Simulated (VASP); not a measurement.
## ZnS (F-43m) under biaxial strain in the (111) plane

Wanted: the response of ZnS to biaxial strain in the (111) plane, as a table, with a fit that predicts a row left out.

Main program and level: VASP 6.6.1; LDA; plane waves and PAW (Zn, S), in the first sound run; inputs show where later runs differ.

## Step 1: The starting structure

It takes space group F-43m (No. 216, cubic). The conventional cell has a = 5.410 Å, b = 5.410 Å, c = 5.410 Å, α = 90.00°, β = 90.00°, γ = 90.00°. Nearest to Zn lie 4 S at 2.34 Å. S has 4 Zn at 2.34 Å nearest. Farther neighbours and most contacts between anions are not listed.

## Step 2: Relax the crystal, LDA

The series starts from the cell that this level prefers, so that zero strain is near zero stress.

This step took 2 runs in a row; the last is shown.

Level: LDA; plane waves and PAW (Zn, S).

INCAR

```
SYSTEM = ZnS
PREC = Accurate
ENCUT = 450
EDIFF = 1E-07
NELM = 120
ISMEAR = 0
SIGMA = 0.02
LREAL = .FALSE.
ALGO = Normal
GGA = CA
NBANDS = 15
LASPH = .TRUE.
LORBIT = 11
LWAVE = .FALSE.
LCHARG = .FALSE.
KPAR = 16
IBRION = 2
NSW = 40
ISIF = 3
EDIFFG = -0.005
POTIM = 0.4
```

POSCAR

```
ZnS
1.0
    0.0000000000      2.6503118738      2.6503118738
    2.6503118738      0.0000000000      2.6503118738
    2.6503118738      2.6503118738      0.0000000000
Zn S
1 1
Direct
    0.0000000000      0.0000000000      0.0000000000
    0.2500000000      0.2500000000      0.2500000000
```

KPOINTS

```
Automatic mesh
0
Gamma
10 10 10
0 0 0
```

Potentials, in the order of the species: Zn and S (LDA family, release 64).

Command:

```
mpirun -np 16 vasp_std
```

Output:

```text
[banner, memory and clock lines left out]
running   16 mpi-ranks, on    1 nodes
[...]
|                                                                             |
|           W    W    AA    RRRRR   N    N  II  N    N   GGGG   !!!           |
|           W    W   A  A   R    R  NN   N  II  NN   N  G    G  !!!           |
|           W    W  A    A  R    R  N N  N  II  N N  N  G       !!!           |
|           W WW W  AAAAAA  RRRRR   N  N N  II  N  N N  G  GGG   !            |
|           WW  WW  A    A  R   R   N   NN  II  N   NN  G    G                |
|           W    W  A    A  R    R  N    N  II  N    N   GGGG   !!!           |
|                                                                             |
|     For optimal performance we recommend to set                             |
|       NCORE = 2 up to number-of-cores-per-socket                            |
|     NCORE specifies how many cores store one orbital (NPAR=cpu/NCORE).      |
|     This setting can greatly improve the performance of VASP for DFT.       |
[...]
|     Unfortunately you need to use the default for GW and RPA                |
|     calculations (for HF NCORE is supported but not extensively tested      |
|     yet).                                                                   |
|                                                                             |

 LDA part: xc-table for (Slater(with rela. corr.)+CA(PZ))
 , standard interpolation
 POSCAR, INCAR and KPOINTS ok, starting setup
[...]
entering main loop
       N       E                     dE             d eps       ncg     rms          rms(c)
DAV:   1     0.844924030625E+02    0.84492E+02   -0.83039E+03  1417   0.133E+03
DAV:   2    -0.297509783239E+01   -0.87468E+02   -0.82414E+02  1599   0.256E+02
DAV:   3    -0.858274073883E+01   -0.56076E+01   -0.55833E+01  1753   0.659E+01
DAV:   4    -0.864432556638E+01   -0.61585E-01   -0.61569E-01  1669   0.714E+00
[...]
DAV:  11    -0.820746683210E+01    0.32619E-05   -0.10281E-05  2185   0.683E-02    0.404E-03
DAV:  12    -0.820746695401E+01   -0.12191E-06   -0.12543E-06  1697   0.113E-02    0.155E-03
DAV:  13    -0.820746695555E+01   -0.15443E-08   -0.39806E-08  1062   0.174E-03
   1 F= -.82074670E+01 E0= -.82074670E+01  d E =-.820747E+01
[...]
reached required accuracy - stopping structural energy minimisation
```

Wall time 7.8 s (16 MPI ranks of Intel Xeon Platinum 8259CL at 2.50GHz (Skylake/Cascade Lake), shared host); peak memory 2.5 GiB; 71 s of CPU time.

Lines that name or quote the potential files are left out of all logs, and their timing lines are given in words.

Parts of OUTCAR (step 2):

```text
  Total       -0.0065099     -0.0065099     -0.0065099     -0.0000000     -0.0000000      0.0000000
  in kB       -0.2801341     -0.2801341     -0.2801341     -0.0000000     -0.0000000      0.0000000
  external PRESSURE =      -0.2801341 kB  Pullay stress =       0.0000000 kB

 POSITION                                       TOTAL-FORCE (eV/Angst)
 -----------------------------------------------------------------------------------
      0.00000      0.00000      0.00000         0.000000      0.000000      0.000000
      1.32516      1.32516      1.32516        -0.000000     -0.000000     -0.000000
 -----------------------------------------------------------------------------------
    total drift:                                0.000001      0.000001      0.000001

  FREE ENERGIE OF THE ION-ELECTRON SYSTEM (eV)
  ---------------------------------------------------
  free  energy   TOTEN  =        -8.2074669555 eV

  energy  without entropy=       -8.2074669555  energy(sigma->0) =       -8.20746696

 reached required accuracy - stopping structural energy minimisation

[... 3 further parts left out ...]
[key lines of the parts left out:]
E-fermi :   2.5842
```

This run gave:

```
energy(sigma→0) of the program : -8.2075 eV
stress, compression positive   : -0.03 along [111], -0.03 across it (mean), GPa
volume                         : 37.232 Å³
ionic steps                    : 1
```

## Step 3: Strain along the normal, LDA

One member in full: the plane is strained by -1 %, and the strain along the normal is moved by secant steps until the normal stress is under 0.012 GPa or five steps are spent; the atoms relax at each step.

This step took 3 runs, each at a new trial strain with the atoms of the one before; the last is shown.

Level: LDA; plane waves and PAW (Zn, S); cell typed or built by script.

INCAR, as its differences from that of step 2:

```diff
@@ -15,7 +15,7 @@
 LCHARG = .FALSE.
-KPAR = 16
-IBRION = 2
-NSW = 40
-ISIF = 3
-EDIFFG = -0.005
-POTIM = 0.4
+KPAR = 4
+IBRION = 1
+NSW = 25
+ISIF = 2
+EDIFFG = -0.004
+POTIM = 0.3
```

POSCAR

```
ZnS
1.0
    0.0293753800      2.6531841350      2.6531841350
    2.6531841350      0.0293753800      2.6531841350
    2.6531841350      2.6531841350      0.0293753800
Zn S
1 1
Direct
    0.0011408369      0.0011408369      0.0011408369
    0.2488591631      0.2488591631      0.2488591631
```

KPOINTS is that of step 2.

Command:

```
mpirun -np 4 vasp_std
```

Output:

```text
[banner, memory and clock lines left out]
running    4 mpi-ranks, on    1 nodes
[...]
LDA part: xc-table for (Slater(with rela. corr.)+CA(PZ))
 , standard interpolation
 POSCAR, INCAR and KPOINTS ok, starting setup
[...]
entering main loop
       N       E                     dE             d eps       ncg     rms          rms(c)
DAV:   1     0.839687956448E+02    0.83969E+02   -0.83606E+03  3496   0.133E+03
DAV:   2    -0.330984209099E+01   -0.87279E+02   -0.82140E+02  3914   0.257E+02
DAV:   3    -0.858823194545E+01   -0.52784E+01   -0.52573E+01  4264   0.645E+01
DAV:   4    -0.864412650868E+01   -0.55895E-01   -0.55881E-01  4306   0.688E+00
[...]
DAV:  11    -0.820307960085E+01    0.33486E-05   -0.12329E-05  5416   0.769E-02    0.536E-03
DAV:  12    -0.820307970716E+01   -0.10631E-06   -0.13890E-06  4299   0.142E-02    0.247E-03
DAV:  13    -0.820307971653E+01   -0.93748E-08   -0.69131E-08  2769   0.308E-03
   1 F= -.82030797E+01 E0= -.82030797E+01  d E =-.820308E+01
 BRION: g(F)=  0.498E-05 g(S)=  0.000E+00
[...]
N       E                     dE             d eps       ncg     rms          rms(c)
DAV:   1    -0.820308294808E+01   -0.32409E-05   -0.42854E-04  3690   0.155E-01    0.521E-03
DAV:   2    -0.820308371586E+01   -0.76778E-06   -0.81414E-06  4159   0.223E-02    0.209E-03
DAV:   3    -0.820308369644E+01    0.19417E-07   -0.63923E-08  3203   0.251E-03
   2 F= -.82030837E+01 E0= -.82030837E+01  d E =-.397991E-05
 BRION: g(F)=  0.176E-05 g(S)=  0.000E+00 retain N=  1 mean eig= 2.46
 eig:   2.465
[...]
N       E                     dE             d eps       ncg     rms          rms(c)
DAV:   1    -0.820308433856E+01   -0.62270E-06   -0.91620E-04  3662   0.226E-01    0.776E-03
DAV:   2    -0.820308591701E+01   -0.15785E-05   -0.16817E-05  4117   0.320E-02    0.314E-03
DAV:   3    -0.820308587888E+01    0.38131E-07   -0.13653E-07  3960   0.354E-03
   3 F= -.82030859E+01 E0= -.82030859E+01  d E =-.218244E-05
 BRION: g(F)=  0.103E-09 g(S)=  0.000E+00 retain N=  1 mean eig= 2.48
 eig:   2.484
 reached required accuracy - stopping structural energy minimisation
```

The job ended after 32 s (4 MPI ranks; peak memory 0.66 GiB).

From OUTCAR (step 3):

```text
  Total        0.2668171      0.2668171      0.2668171     -0.1345777     -0.1345777     -0.1345777
  in kB       11.6376412     11.6376412     11.6376412     -5.8698156     -5.8698156     -5.8698156
  external PRESSURE =      11.6376412 kB  Pullay stress =       0.0000000 kB

 POSITION                                       TOTAL-FORCE (eV/Angst)
 -----------------------------------------------------------------------------------
      0.00571      0.00571      0.00571        -0.000024     -0.000024     -0.000024
      1.32823      1.32823      1.32823         0.000024      0.000024      0.000024
 -----------------------------------------------------------------------------------
    total drift:                               -0.000645     -0.000645     -0.000645

  FREE ENERGIE OF THE ION-ELECTRON SYSTEM (eV)
  ---------------------------------------------------
  free  energy   TOTEN  =        -8.2030858789 eV

  energy  without entropy=       -8.2030858789  energy(sigma->0) =       -8.20308588

[... 1 part as in an earlier step ...]

[... 3 further parts left out ...]
[key lines of the parts left out:]
E-fermi :   2.7688
```

This run gave:

* energy(sigma→0) of the program: -8.2031 eV
* stress, compression positive: -0.01 along [111], 1.75 across it (mean), GPa
* ionic steps: 3

## Step 4: Band edges, HSE06

Short lines in KPOINTS_OPT sample the zone centre along and across the normal of the plane, for masses, and the other valleys.

Level: HSE06; plane waves and PAW (Zn, S); cell typed or built by script.

INCAR

```
SYSTEM = ZnS
PREC = Accurate
ENCUT = 450
EDIFF = 1E-06
NELM = 100
ISMEAR = 0
SIGMA = 0.02
LREAL = .FALSE.
ALGO = Normal
LHFCALC = .TRUE.
AEXX = 0.25
GGA = PE
HFSCREEN = 0.2
LASPH = .TRUE.
NBANDS = 14
PRECFOCK = Fast
LWAVE = .FALSE.
LCHARG = .FALSE.
KPAR = 4
```

POSCAR

```
ZnS
1.0
    0.0293753800      2.6531841350      2.6531841350
    2.6531841350      0.0293753800      2.6531841350
    2.6531841350      2.6531841350      0.0293753800
Zn S
1 1
Direct
    0.0010692542      0.0010692542      0.0010692542
    0.2489307458      0.2489307458      0.2489307458
```

KPOINTS

```
Automatic mesh
0
Gamma
5 5 5
0 0 0
```

KPOINTS_OPT

```
Line mode
6
Line-mode
Reciprocal
  0.00000000   0.00000000   0.00000000
  0.02451458   0.02451458   0.02451458

  0.00000000   0.00000000   0.00000000
 -0.01476411   0.01476411  -0.00000000

  0.31000000   0.31000000   0.00000000
  0.50000000   0.50000000   0.00000000

  0.00000000   0.31000000   0.31000000
  0.00000000   0.50000000   0.50000000

  0.45000000   0.45000000   0.45000000
  0.50000000   0.50000000   0.50000000

  0.45000000   0.00000000   0.00000000
  0.50000000   0.00000000   0.00000000

  0.42500000   0.42500000   0.00000000
  0.42523376   0.44611337   0.02111337

  0.50000000   0.50000000   0.50000000
  0.48523589   0.51476411   0.50000000
```

Command:

```
mpirun -np 4 vasp_std
```

Output:

```text
[banner, memory and clock lines left out]
running    4 mpi-ranks, on    1 nodes
[...]
|                                                                             |
|               ----> ADVICE to this user running VASP <----                  |
|                                                                             |
|     You enforced a specific xc type in the INCAR file but a different       |
|     [... a line on the potential file left out ...]
|     I HOPE YOU KNOW WHAT YOU ARE DOING!                                     |
|                                                                             |

 LDA part: xc-table for (Slater+PW92), standard interpolation
 found WAVECAR, reading the header
 POSCAR, INCAR and KPOINTS ok, starting setup
[...]
reading WAVECAR
 the WAVECAR file was read successfully
 initial charge from wavefunction
 entering main loop
       N       E                     dE             d eps       ncg     rms          rms(c)
DAV:   1    -0.838365621870E+01   -0.83837E+01   -0.12561E+00   692   0.363E+01    0.308E+00
DAV:   2    -0.833465413014E+01    0.49002E-01   -0.31606E-01   646   0.133E+01    0.213E+00
DAV:   3    -0.833338322150E+01    0.12709E-02   -0.32140E-02   670   0.338E+00    0.148E+00
DAV:   4    -0.833286363535E+01    0.51959E-03   -0.31876E-03   642   0.821E-01    0.915E-01
[...]
DAV:   9    -0.833265647220E+01    0.24862E-05   -0.11692E-06   452   0.972E-03    0.476E-02
DAV:  10    -0.833265546410E+01    0.10081E-05   -0.53828E-07   422   0.683E-03    0.245E-02
DAV:  11    -0.833265495211E+01    0.51200E-06   -0.19926E-07   344   0.414E-03
   1 F= -.83326550E+01 E0= -.83326550E+01  d E =-.136673E-22
 Start KPOINTS_OPT (optional k-point list driver)
k-point batch [1-19\48]
       N       E                     dE             ncg
DAV:   1     0.729410143127E+03   -0.35717E+04      532
DAV:   2    -0.128054557531E+04   -0.20100E+04      586
DAV:   3    -0.143829984197E+04   -0.15775E+03      616
DAV:   4    -0.144194894512E+04   -0.36491E+01      700
DAV:   5    -0.144199133084E+04   -0.42386E-01      724
DAV:   6    -0.144199206151E+04   -0.73067E-03      688
DAV:   7    -0.144199207862E+04   -0.17109E-04      700
DAV:   8    -0.144199207906E+04   -0.44405E-06      524
[...]
k-point batch [39-48\48]
       N       E                     dE             ncg
DAV:   1     0.482567567995E+04   -0.53480E+04      280
DAV:   2     0.376782823613E+04   -0.10578E+04      310
DAV:   3     0.369660285535E+04   -0.71225E+02      334
DAV:   4     0.369522818373E+04   -0.13747E+01      382
DAV:   5     0.369521134693E+04   -0.16837E-01      352
DAV:   6     0.369521104364E+04   -0.30329E-03      340
DAV:   7     0.369521103596E+04   -0.76815E-05      340
DAV:   8     0.369521103577E+04   -0.19041E-06      260
```

It took 6.2 min on 4 MPI ranks; peak memory 1.1 GiB; 18 min of CPU time.

From OUTCAR (step 4):

```text
  LATTYP: Found a trigonal (rhomboedric) cell.
 ALAT       =     3.7522839740
 COS(alpha) =     0.5110404231

 Subroutine GETGRP returns: Found  6 space group operations
 (whereof  6 operations were pure point group operations)

The static configuration has the point symmetry C_3v.

 Found     19 irreducible k-points:

   k-points           NKPTS =     19   k-points in BZ     NKDIM =    125   number of bands    NBANDS=     14

   dimension x,y,z NGX =    28 NGY =   28 NGZ =   28
   dimension x,y,z NGXF=    56 NGYF=   56 NGZF=   56

   ENCUT  =  450.0 eV  33.07 Ry    5.75 a.u.   6.49  6.49  6.49*2*pi/ulx,y,z

   NELECT =      18.0000    total number of electrons

  exchange ACFDT corr.  =         0.00000000  see jH, gK, PRB 81, 115126

 E-fermi :   2.3094

 k-point     1 :       0.0000    0.0000    0.0000
  band No.  band energies     occupation
    ...
      5      -5.4935      2.00000
      6      -5.4935      2.00000
      7       2.0689      2.00000
      8       2.1767      2.00000
      9       2.1767      2.00000
     10       5.8312      0.00000
     11       9.6271      0.00000
     12       9.8679      0.00000
     13       9.8679      0.00000
     14      15.4234      0.00000

 k-point     2 :       0.2000    0.0000    0.0000
  band No.  band energies     occupation
    ...
      5      -5.4968      2.00000
      6      -5.4943      2.00000
      7      -0.2578      2.00000
      8       1.6818      2.00000
      9       1.7747      2.00000
     10       7.0317      0.00000
     11      10.1137      0.00000
     12      10.2957      0.00000
     13      10.4327      0.00000
     14      14.3600      0.00000

 POSITION                                       TOTAL-FORCE (eV/Angst)
 -----------------------------------------------------------------------------------
      0.00571      0.00571      0.00571         0.008284      0.008284      0.008284
      1.32823      1.32823      1.32823        -0.008284     -0.008284     -0.008284
 -----------------------------------------------------------------------------------
    total drift:                               -0.000514     -0.000453     -0.000527

  FREE ENERGIE OF THE ION-ELECTRON SYSTEM (eV)
  ---------------------------------------------------
  free  energy   TOTEN  =        -8.3326549521 eV

  energy  without entropy=       -8.3326549521  energy(sigma->0) =       -8.33265495

[... 1 part as in an earlier step ...]

[... 7 further parts left out ...]
```

Read from the output:

- energy(sigma→0) of the program: -8.3327 eV

## Step 5: All members

Hybrid runs start from orbitals of a short LDA run, not shown.

Runs beyond LDA use the data sets made with LDA; this shifts their levels slightly, and their total energies have another zero.

The other members went through these steps as far as the tables show, with the same cutoff and, step by step, the same mesh; 49 runs are not shown, of which 2 ended short or failed. The session took 4.5 core hours (wall time by ranks) on a shared machine.

```tsv
in-plane strain (%)	strain along the normal (%)	in-plane stress, tension positive (GPa)	energy above the unstrained row (meV/atom)	gap on the mesh, LDA (eV)
-2.000	1.357	-3.603	8.578	2.172
-1.500	1.004	-2.668	4.856	2.175
-1.000	0.663	-1.751	2.190	2.171
-0.500	0.327	-0.848	0.585	2.163
0	-0.015	0.023	0.000	2.150
0.500	-0.359	0.868	0.428	2.087
1.000	-0.689	1.702	1.831	2.024
1.500	-0.999	2.519	4.194	1.962
2.000	-1.315	3.302	7.502	1.899
```

Slopes at zero strain, from cubics through all rows: strain ratio -0.677, stress over strain 173 GPa.

Band edges at HSE06, counted from the valence-band top at Γ, with one row partly withheld:

```tsv
in-plane strain (%)	gap (eV)	conduction band at Γ (eV)	Δ or X valley along z (eV)	Δ or X valley along x (eV)	lowest conduction level at L, [111] (eV)	lowest conduction level at L, [-111] (eV)	second valence level below the top (eV)	third valence level below the top (eV)
-1.000	3.654	3.655	4.181	4.181	4.822	4.631	0.000	0.108
-0.500	3.645	3.646	4.224	4.224	4.755	4.660	0.000	0.053
0	3.632	3.632	4.260	4.260	4.687	4.688	0.001	0.001
0.500	3.565	3.565	4.239	4.239	?	4.665	0.051	0.051
1.000	3.497	3.498	4.217	4.217	4.458	4.643	0.097	0.097
1.500	3.430	3.431	4.194	4.194	4.354	4.622	0.137	0.137
2.000	3.363	3.363	4.167	4.167	4.252	4.602	0.176	0.176
```

Conduction masses, in electron masses:

```tsv
in-plane strain (%)	conduction mass at Γ, along the strain axis or the normal of the plane	conduction mass at Γ, across the strain axis or in the plane
-1.000	0.193	0.213
-0.500	0.198	0.207
0	0.203	0.203
0.500	0.210	0.200
1.000	0.214	0.197
1.500	0.217	0.193
2.000	0.223	0.192
```

## Step 6: Fit and prediction

The quantity to fit is the splitting of the lowest conduction levels at the L points ([111] less [-111]) at HSE06: 0.192, 0.095, -0.001, -0.184, -0.268, -0.350 eV in the rows shown.

A least-squares parabola through the 6 rows shown, with d the strain along the axis less the strain across it, in %: E = 0.001983 d² + 0.1122 d − 3.15e-5 (eV), r.m.s. residual 4.1e-4 eV.

For the withheld row, d = -0.8587, the fit gives -0.0949 eV.

## Step 7: Checking the prediction

The calculation gives -0.0953 eV, so the prediction is 0.0004 eV too high.

The splitting is Ξu times 8/9 of d, with d as a fraction, so the linear term gives Ξu = 12.6 eV.

## Step 8: Summary of results

| Item | Value |
| --- | --- |
| ratio of normal to in-plane strain | -0.677 |
| biaxial modulus | 173 GPa |
| gap of the unstrained cell, HSE06 | 3.63 eV |
| shear deformation potential Ξu of the lowest conduction levels at L | 12.6 eV |
| error of the predicted row | 0.4 meV |

What this shows: As a check, the curvature of the energy gives 173 GPa for the same modulus (energy per volume = M × strain²), 0 % from the slope of the stress. At HSE06 the lowest conduction valley is Γ throughout, and the gap runs between 3.36 and 3.65 eV. Hole masses are left out throughout, since the top bands are degenerate or cross in many series; of conduction masses, those of the Γ, L and (for Si and Ge under (001) strain) Δ valleys are kept where they change by under an eighth between rows. A measured gap of unstrained ZnS is 3.85 eV (arxiv:0911.5022, direct gap E0 at Gamma, 19 K); the static gaps here belong to the lattice relaxed at LDA. HSE06 ran on a coarser mesh than the semilocal levels. Spin-orbit coupling is left out at HSE06, so the valence splittings there lack it. Δ or X levels are the lowest on their line, refined by a parabola unless they lie at X; the gap is read from all points sampled and can differ from the lowest valley by some meV, or by tens of meV where strain moves the valence top off Γ. Temperature, zero-point motion and excitons are left out.

[Lines on the potential files, build, host, timing and source positions are cut from VASP's logs without a mark.]

[Logs are printed without paths, hosts, clocks, repeated set-up lines and the standing remarks that a program may print on its own settings, such as how far it seeks lower states.]

[Hosts, paths, dates, database ids (printed as entryN), source tags and the programs' standing remarks are cut or masked in the printed files.]

[In band tables of VASP the shares of atoms and orbitals are scaled to a sum of 1 inside the atoms' spheres.]
